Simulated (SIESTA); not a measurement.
Ir under changes of volume

One of the cells (14.059 Å³/atom); the others are scaled copies at fixed shape and fractional positions:

```
Ir
1.0
     0.00000    1.91560    1.91560
     1.91560    0.00000    1.91560
     1.91560    1.91560    0.00000
Ir
1
Direct
  0.00000 0.00000 0.00000
```

| Property | Result |
| --- | --- |
| Program | SIESTA 5.4.2 |
| Functional | PBE |
| Potentials or basis | SG15 1.2 (PBE files) or PseudoDojo by element |
| Basis | DZP (energy shift 0.003 Ry; two zetas on semicore shells) |
| Grid cutoff | 800 Ry |
| Energy shift | 0.003 Ry |
| k mesh | 12 × 12 × 12 |
| Occupations | fermi-dirac, width 0.05 eV |
| Spin | no spin polarisation |

```csv
volume (Å³/atom),energy over the lowest point (meV/atom),pressure (GPa)
13.215,178.69,46.2
13.496,107.61,35.0
13.778,?,?
14.059,22.27,14.6
14.340,4.16,6.4
14.621,0.00,-1.4
14.902,8.56,-8.2
```

Question: What does the run at 13.778 Å³/atom give?

Answer: Energy over the lowest point 56.27 meV/atom; pressure 24.1 GPa.

Worked out: A Birch-Murnaghan fit of order 3 (a polynomial in V^(-2/3)) to the other rows has its minimum at 14.57 Å³/atom with B0 = V·E''(V) = 379 GPa and B' = 4.7. It gives 56.06 meV/atom at 13.778 Å³/atom, against the run's 56.27, and -dE/dV = 24.1 GPa, against 24.1.

Energies are extrapolated to zero smearing.

Caveats: the basis of atomic orbitals isn't converged, which shifts pressures, moduli and gaps.
